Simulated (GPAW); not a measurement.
The system is ZrS2.

```
Zr S
1.0
     3.69138    0.00000    0.00000
    -1.84569    3.19683    0.00000
     0.00000    0.00000    6.04108
Zr S
1 2
Direct
  0.00000 0.00000 0.00000
  0.33333 0.66667 0.23791
  0.66667 0.33333 0.76209
```

The cell is a database's computed one.

| Quantity | Value |
| --- | --- |
| Program | GPAW 26.7.0 |
| Task | relaxation of cell and atoms |
| Functional | revPBE |
| Potentials or basis | the program's PAW data sets (release 1.2.1) made for this functional |
| Cutoff | 600 eV |
| Basis | pw |
| k mesh | 8 × 8 × 5 |
| Occupations | fermi-dirac, width 0.05 eV |
| Spin | no spin polarisation |

At the start: pressure 1.8 GPa; volume 23.76 Å³/atom.

Q: How do energy, volume and symmetry change on relaxing?

A: Over 15 steps the energy falls by 28.8 meV/atom and the volume is 30.58 Å³/atom (+28.7 %); space group P-3m1 (No. 164, to 0.05 Å).

The path:
| step | energy change (eV) | largest force (eV/Å) | pressure (GPa) | volume (Å³) |
| --- | --- | --- | --- | --- |
| 1 | 0.0000 | 0.0813 | 1.80 | 71.29 |
| 2 | -0.0033 | 0.0222 | 1.40 | 71.56 |
| 3 | -0.0095 | 0.1680 | 0.12 | 72.59 |
| 4 | -0.0110 | 0.1889 | -0.06 | 72.84 |
| 5 | -0.0230 | 0.2668 | -1.00 | 75.06 |
| 6 | -0.0374 | 0.2431 | -1.41 | 77.84 |
| 7 | -0.0545 | 0.0670 | -1.14 | 81.86 |
| 8 | -0.0600 | 0.0771 | -0.60 | 83.56 |
| 9 | -0.0630 | 0.1375 | -0.22 | 83.80 |
| 10 | -0.0692 | 0.2039 | 0.51 | 83.76 |
| 11 | -0.0742 | 0.1773 | 0.76 | 84.04 |
| 12 | -0.0796 | 0.0820 | 0.61 | 85.54 |
| 13 | -0.0833 | 0.0142 | 0.28 | 87.86 |
| 14 | -0.0856 | 0.0013 | 0.06 | 90.43 |
| 15 | -0.0864 | 0.0026 | 0.01 | 91.73 |

Final structure:
```xyz
3
Lattice="3.7078 0.0000 0.0000 -1.8539 3.2111 0.0000 0.0000 0.0000 7.7049" Properties=species:S:1:pos:R:3 pbc="T T T"
Zr    0.0000    0.0000    0.0000
S     0.0000    2.1407    1.4475
S     1.8539    1.0704    6.2574
```

Caveat: later steps reuse the first step's grids; the volume moved by over 15 % at a fixed basis, so the end points are rough; this functional lacks dispersion, which binds the layers, so the pressure and a relaxed spacing across them are unreliable, and here the layers came unbound.
